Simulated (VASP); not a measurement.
# TaC (Fm-3m) in VASP: further runs, part 2 of 2

VASP 6.6.1.

**3. Single point, PBE**

INCAR

```
SYSTEM = TaC
ALGO = Normal
EDIFF = 1E-6
ENCUT = 500
GGA = PE
ISIF = 2
ISMEAR = 0
LASPH = .TRUE.
LCHARG = .TRUE.
LELF = .TRUE.
LREAL = .FALSE.
LVHAR = .TRUE.
LWAVE = .FALSE.
NBANDS = 16
NELM = 100
PREC = Accurate
SIGMA = 0.02
```

KPOINTS

```
k-points
0
G
  5 5 5
  0 0 0
```

POSCAR

```
TaC
1.0
    0.0000000000      2.2230000000      2.2230000000
    2.2230000000      0.0000000000      2.2230000000
    2.2230000000      2.2230000000      0.0000000000
Ta C
1 1
Direct
    0.0000000000      0.0000000000      0.0000000000
    0.5000000000      0.5000000000      0.5000000000
```

Potentials or basis: VASP PAW PBE potentials, release 64 (Ta_sv_GW, C_GW).

The run is started by

```sh
> cat potpaw_PBE.64/Ta_sv_GW/POTCAR potpaw_PBE.64/C_GW/POTCAR > POTCAR
> mpirun -np 1 vasp_std > vasp.out
```

OUTCAR:

```text
SYSTEM = TaC
   EDIFF = 1E-6
   ENCUT = 500
   GGA = PE
   ISIF = 2
   ISMEAR = 0
   LASPH = .TRUE.
   LREAL = .FALSE.
   NELM = 100
   PREC = Accurate

 ion  position               nearest neighbor table
   1  0.000  0.000  0.000-   2 2.22   2 2.22   2 2.22   2 2.22   2 2.22   2 2.22
   2  0.500  0.500  0.500-   1 2.22   1 2.22   1 2.22   1 2.22   1 2.22   1 2.22

  LATTYP: Found a face centered cubic cell.
 ALAT       =     4.4460000000

  Lattice vectors:

 A1 = (   0.0000000000,   2.2230000000,   2.2230000000)
 A2 = (   2.2230000000,   0.0000000000,   2.2230000000)
 A3 = (   2.2230000000,   2.2230000000,   0.0000000000)

Analysis of symmetry for initial positions (statically):
=====================================================================
 Subroutine PRICEL returns:
 Original cell was already a primitive cell.

 Routine SETGRP: Setting up the symmetry group for a
 face centered cubic supercell.

 Subroutine GETGRP returns: Found 48 space group operations
 (whereof 48 operations were pure point group operations)
 out of a pool of 48 trial point group operations.

The static configuration has the point symmetry O_h .

Analysis of symmetry for dynamics (positions and initial velocities):
=====================================================================
 Subroutine PRICEL returns:
 Original cell was already a primitive cell.

 Routine SETGRP: Setting up the symmetry group for a
 face centered cubic supercell.

 Subroutine GETGRP returns: Found 48 space group operations
 (whereof 48 operations were pure point group operations)
 out of a pool of 48 trial point group operations.

The dynamic configuration has the point symmetry O_h .

 Subroutine INISYM returns: Found 48 space group operations
 (whereof 48 operations are pure point group operations),
 and found     1 'primitive' translations

----------------------------------------------------------------------------------------

                                     Primitive cell

  volume of cell :      21.9709

  direct lattice vectors                    reciprocal lattice vectors
     0.000000000  2.223000000  2.223000000    -0.224921278  0.224921278  0.224921278
     2.223000000  0.000000000  2.223000000     0.224921278 -0.224921278  0.224921278
     2.223000000  2.223000000  0.000000000     0.224921278  0.224921278 -0.224921278

  length of vectors
     3.143796749  3.143796749  3.143796749     0.389575080  0.389575080  0.389575080

  position of ions in fractional coordinates (direct lattice)
     0.000000000  0.000000000  0.000000000
     0.500000000  0.500000000  0.500000000

  ion indices of the primitive-cell ions
   primitive index   ion index
                 1           1
                 2           2

----------------------------------------------------------------------------------------

 KPOINTS: k-points

Automatic generation of k-mesh.
 Grid dimensions read from file:
 generate k-points for:    5    5    5

 Generating k-lattice:

  Cartesian coordinates                     Fractional coordinates (reciprocal lattice)
    -0.044984256  0.044984256  0.044984256     0.200000000  0.000000000  0.000000000
     0.044984256 -0.044984256  0.044984256     0.000000000  0.200000000  0.000000000
     0.044984256  0.044984256 -0.044984256     0.000000000  0.000000000  0.200000000

  Length of vectors
     0.077915016  0.077915016  0.077915016

  Shift w.r.t. Gamma in fractional coordinates (k-lattice)
     0.000000000  0.000000000  0.000000000

 Subroutine IBZKPT returns following result:
 ===========================================

 Found     10 irreducible k-points:

 Following reciprocal coordinates:
            Coordinates               Weight
  0.000000  0.000000  0.000000      1.000000
  0.200000  0.000000  0.000000      8.000000
  0.400000  0.000000  0.000000      8.000000
  0.200000  0.200000  0.000000      6.000000
  0.400000  0.200000  0.000000     24.000000
 -0.400000  0.200000  0.000000     24.000000
 -0.200000  0.200000  0.000000     12.000000
  0.400000  0.400000  0.000000      6.000000
 -0.400000  0.400000  0.000000     12.000000
 -0.400000  0.400000  0.200000     24.000000
   k-points           NKPTS =     10   k-points in BZ     NKDIM =     10   number of bands    NBANDS=     16
   number of dos      NEDOS =    301   number of ions     NIONS =      2
   total plane-waves  NPLWV =  13824
   dimension x,y,z NGX =    24 NGY =   24 NGZ =   24
   dimension x,y,z NGXF=    48 NGYF=   48 NGZF=   48
   ions per type =               1   1
   NGX,Y,Z   is equivalent  to a cutoff of  12.69, 12.69, 12.69 a.u.
   NGXF,Y,Z  is equivalent  to a cutoff of  25.38, 25.38, 25.38 a.u.
 SYSTEM =  TaC
   PREC   = accura    normal or accurate (medium, high low for compatibility)
   ISTART =      0    job   : 0-new  1-cont  2-samecut
   ICHARG =      2    charge: 1-file 2-atom 10-const
   ISPIN  =      1    spin polarized calculation?
   LNONCOLLINEAR =      F non collinear calculations
   LSORBIT =      F    spin-orbit coupling
   LASPH  =      T    aspherical Exc in radial PAW
   ENCUT  =  500.0 eV  36.75 Ry    6.06 a.u.   5.73  5.73  5.73*2*pi/ulx,y,z
   NELM   =    100;   NELMIN=  2; NELMDL= -5     # of ELM steps
   EDIFF  = 0.1E-05   stopping-criterion for ELM
   LREAL  =      F    real-space projection
   EDIFFG = 0.1E-04   stopping-criterion for IOM
   NSW    =      0    number of steps for IOM
   IBRION =     -1    ionic relax: 0-MD 1-quasi-New 2-CG
   NFREE  =      0    steps in history (QN), initial steepest desc. (CG)
   ISIF   =      2    stress and relaxation
   ISYM   =      2    0-nonsym 1-usesym 2-fastsym
   POTIM  = 0.5000    time-step for ionic-motion
   TEBEG  =    0.0;   TEEND  =   0.0 temperature during run
   PSTRESS=    0.0 pullay stress
   NELECT =      17.0000    total number of electrons
   NUPDOWN=      -1.0000    fix difference up-down
   EMIN   =  10.00;   EMAX   =-10.00  energy-range for DOS
   EFERMI =   0.00;   METHOD = LEGACY
   ISMEAR =     0;   SIGMA  =   0.02  broadening in eV -4-tet -1-fermi 0-gaus
   EFERMI_NEDOS =   21; number of points for ismear=-14 and -15
   IALGO  =     38    algorithm
   IMIX   =      4    mixing-type and parameters
     AMIX     =   0.40;   BMIX     =  1.00
     AMIX_MAG =   1.60;   BMIX_MAG =  1.00
  volume/ion in A,a.u.               =      10.99        74.13
  Fermi-wavevector in a.u.,A,eV,Ry     =   1.502940  2.840145 30.733234  2.258829
  Thomas-Fermi vector in A             =   2.614115
   LORBIT       =      0    0 simple, 1 ext, 2 COOP (PROOUT), +10 PAW based schemes
   GGA     = PE    functional components
   LHFCALC =     F    Hartree Fock is set to
   AEXX    =    0.0000 exact exchange contribution
   IVDW    =     0    specifies the selected vdW correction
   LEPSILON=     F    determine dielectric tensor
   LRPA    =     F    only Hartree local field effects (RPA)
 non-spin polarized calculation
 Gauss-broadening in eV      SIGMA  =   0.02
  energy-cutoff  :      500.00
  volume of cell :       21.97
 maximum number of plane-waves:       565
   NGX = 11   NGY = 11   NGZ = 11

 number of electron      16.9999998 magnetization

 Free energy of the ion-electron system (eV)
  ---------------------------------------------------
  ext. energy  EPLUGINS =         0.00000000
  ---------------------------------------------------
  free energy    TOTEN  =       -24.73825036 eV

  energy without entropy =      -24.73702903  energy(sigma->0) =      -24.73763969

 E-fermi :  12.5087     XC(G=0): -13.5588

 val. band max:       12.5005537285   @ k =   0.2000   0.0000   0.0000
 cond. band min:      12.8846698880   @ k =  -0.2000   0.2000   0.0000
 fundamental gap:      0.3841161594
 Fermi energy:        12.5087438274

 k-point     1 :       0.0000    0.0000    0.0000
  band No.  band energies     occupation
      1     -56.2455      2.00000
      2     -22.4513      2.00000
      3     -22.4513      2.00000
      4     -22.4513      2.00000
      5      -2.2642      2.00000
      6      11.2457      2.00000
[... 8 lines left out ...]
     15      22.4207      0.00000
     16      36.5973      0.00000
[... 153 lines left out ...]
 k-point    10 :      -0.4000    0.4000    0.2000
  band No.  band energies     occupation
      1     -56.1863      2.00000
      2     -22.9846      2.00000
      3     -22.8165      2.00000
      4     -22.6575      2.00000
      5       0.7978      2.00000
      6       6.3819      2.00000
[... 8 lines left out ...]
     15      24.9609      0.00000
     16      26.3904      0.00000

------------------------ aborting loop because EDIFF is reached ----------------------------------------

  FORCE on cell =-STRESS in cart. coord.  units (eV):
  Direction    XX          YY          ZZ          XY          YZ          ZX
  --------------------------------------------------------------------------------------
  -------------------------------------------------------------------------------------
  Total        0.8047067      0.8047067      0.8047067      0.0000000     -0.0000000      0.0000000
  in kB       58.6813134     58.6813134     58.6813134      0.0000000     -0.0000000      0.0000000
  external PRESSURE =      58.6813134 kB  Pullay stress =       0.0000000 kB

 VOLUME and BASIS-vectors are now :
 -----------------------------------------------------------------------------
  energy-cutoff  :      500.00
  volume of cell :       21.97
      direct lattice vectors                 reciprocal lattice vectors
     0.000000000  2.223000000  2.223000000    -0.224921278  0.224921278  0.224921278
     2.223000000  0.000000000  2.223000000     0.224921278 -0.224921278  0.224921278
     2.223000000  2.223000000  0.000000000     0.224921278  0.224921278 -0.224921278

 POSITION                                       TOTAL-FORCE (eV/Angst)
 -----------------------------------------------------------------------------------
      0.00000      0.00000      0.00000         0.000000      0.000000      0.000000
      2.22300      2.22300      2.22300        -0.000000     -0.000000     -0.000000
 -----------------------------------------------------------------------------------
    total drift:                                0.000000     -0.000000     -0.000000

  FREE ENERGIE OF THE ION-ELECTRON SYSTEM (eV)
  ---------------------------------------------------
  free  energy   TOTEN  =       -24.7382503614 eV

  energy  without entropy=      -24.7370290255  energy(sigma->0) =      -24.73763969
```

stdout:

```text
POSCAR found type information on POSCAR TaC
 POSCAR found :  2 types and       2 ions
 scaLAPACK will be used
 LDA part: xc-table for (Slater+PW92), standard interpolation
 POSCAR, INCAR and KPOINTS ok, starting setup
 FFT: planning ... GRIDC
 FFT: planning ... GRID_SOFT
 FFT: planning ... GRID
 WAVECAR not read
 entering main loop
```

Run time: 4.4 s. Hardware: 1 thread of AMD EPYC 9R45 (Zen 5), shared host; peak memory 0.11 GiB.

What came out:

| Item | Value |
| --- | --- |
| Free energy | -24.7383 eV |
| Pressure | 5.9 GPa |
| Band gap on the k mesh | none (metal or under the smearing width) |

Caveat: the k mesh is coarse (spacing up to 0.49 Å⁻¹), so the values aren't converged; the cutoff is under 1.25 times the usual one of these potentials, so pressure, stress and relaxed cells hold a basis-set (Pulay) error. Spin-orbit coupling is left out, which matters for the levels of Ta.

**4. The reference run**

An earlier run on the cell as given: functional PBE; potentials or basis VASP PAW PBE potentials, release 64 (Ta_pv, C); cutoff 520 eV; k mesh 10 × 10 × 10; occupations fermi-dirac, width 0.05 eV; no spin polarisation.

- Pressure: 7.3 GPa
- Band gap on the k mesh: none (metal or under the smearing width)
